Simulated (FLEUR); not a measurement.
Runs of FLEUR MaX-R8.1 (later development tree) on NaI. It takes space group Fm-3m (No. 225, cubic). Conventional cell: a = 6.473 Å, b = 6.473 Å, c = 6.473 Å, α = 90.00°, β = 90.00°, γ = 90.00°. I (site symmetry m-3m) has 6 Na at 3.24 Å as nearest neighbours. Na (site symmetry m-3m) has 6 I at 3.24 Å as nearest neighbours. 

```csv
task,level,max iterations,mixing factor,mixer,mixer history,density convergence,gap on the mesh (eV),V0 of scaled cells (Å³/atom),B0 (GPa)
equation of state,PBEsol,-,-,-,-,-,-,32.84,17
band structure,r2SCAN,80,0.05,Anderson,30,0.0001 me/bohr^3,4.40,-,-
equation of state,r2SCAN,-,-,-,-,-,-,(a),17
band structure,PBEsol,60,0.05,Anderson,15,1e-05 me/bohr^3,3.51,-,-
```

Alike in all rows: potentials or basis all-electron, FLAPW; no spin polarisation; cell as given; k mesh 7 × 7 × 7; smearing fermi-dirac 0.05 eV; kmax 4.1 1/bohr.

Estimate the missing entries.

(a) 33.83.

Caveats: the meta-GGA is that of a development version, with a GGA for the radial functions and cores and without core tails (some runs); spin-orbit coupling is left out, which moves the levels of the heavy elements (some runs).

A k mesh can miss the band edges, and the runs leave out spin-orbit coupling on I.
